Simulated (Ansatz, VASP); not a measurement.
Zr3H: VASP beside Ansatz

The input INCAR:

```
PREC = Accurate
ENCUT = 520
EDIFF = 1E-6
ISMEAR = 0
SIGMA = 0.1
LREAL = False
LASPH = True
NELM = 80
ALGO = Normal
ISIF = 2
LWAVE = False
LCHARG = False
LDIPOL = True
IDIPOL = 3
DIPOL = 0.5 0.5 0.349
GGA = CA
NBANDS = 26
```

File KPOINTS:

```
regular mesh
0
Gamma
  9 9 1
```

File POSCAR:

```
Zr3H
1.0
    3.1232946755      0.0000000000      0.0000000000
    0.0000000000      3.1232946755      0.0000000000
    0.0000000000      0.0000000000     21.1739130820
Zr H
3 1
Direct
    0.5000000000      0.5000000000      0.1889117040
    0.0000000000      0.0000000000      0.2874811557
    0.5000000000      0.5000000000      0.3860369621
    0.5000000000      0.5000000000      0.5329158119
```

Input for Ansatz:

```yaml
crystal:
  lattice:
    - [3.1232946755, 0.0, 0.0]
    - [0.0, 3.1232946755, 0.0]
    - [0.0, 0.0, 21.173913082]
  atoms:
    - { symbol: Zr, position: [0.5, 0.5, 0.188911704] }
    - { symbol: Zr, position: [0.0, 0.0, 0.2874811557] }
    - { symbol: Zr, position: [0.5, 0.5, 0.3860369621] }
    - { symbol: H, position: [0.5, 0.5, 0.5329158119] }
basis:
  ecutwfc: 420
kpoints:
  mp_grid: { grid: [9, 9, 1] }
hamiltonian:
  xc: lda
scf:
  occupations: { method: gaussian, width: 0.1 }
output:
  forces: true
  eigenvalues: true
efield:
  axis: 3
  dipole_correction: true
  ramp_width: 0.04
```

Alike in both runs: task single point; functional LDA; k mesh 9 × 9 × 1; occupations gaussian, width 0.1 eV; no spin polarisation.

|  | VASP | Ansatz |
| --- | --- | --- |
| version | VASP 6.6.1 | Ansatz 0.2.0 |
| potentials or method | VASP PAW LDA potentials, release 64 (Zr_sv, H) | scalar-relativistic, plane waves, PAW |
| plane-wave cutoff (eV) | 520 | 420 |
| valence electrons in the cell | 37 | 37 |

```tsv
	VASP	Ansatz	Ansatz less VASP
gap on the k mesh at the Fermi level (eV)	none	none	-
rms of the force components (eV/Å)	0.454	0.452	-0.0030
work function, face that differs most (eV)	3.89	4.03	+0.146
```

Atom by atom the forces differ by 0.005 eV/Å (rms over components). A gap of «none» marks a metal or a gap that the smearing closes.
